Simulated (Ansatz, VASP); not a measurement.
# Si in VASP and in Ansatz

```
Si
1.0
     4.58638    0.00000    0.00000
     0.00000    4.58638    0.00000
     0.00000    0.00000    3.74218
Si
4
Cartesian
  0.0000 3.0103 1.8711
  1.5761 0.0000 0.9355
  0.0000 1.5761 0.0000
  3.0103 0.0000 2.8066
```

Alike in both runs: functional PBE; k mesh 10 × 10 × 12; occupations gaussian, width 0.1 eV; no spin polarisation.

Ansatz relaxed the structure, and its values are those at the end. VASP's run is a single point on that final structure, the one shown.

|  | VASP | Ansatz |
| --- | --- | --- |
| version | VASP 6.6.1 | Ansatz 0.2.0 |
| potentials or method | VASP PAW PBE potentials, release 64 (Si) | scalar-relativistic, plane waves, PAW |
| plane-wave cutoff (eV) | 520 | 420 |
| valence electrons in the cell | 16 | 16 |

Ansatz gave:

```
gap on the k mesh at the Fermi level (eV) : none
pressure (GPa)                            : 0.0
```

Q: Estimate VASP's values.

A: gap on the k mesh at the Fermi level (eV): none; pressure (GPa): -0.1.

A gap of «none» marks a metal or a gap that the smearing closes.
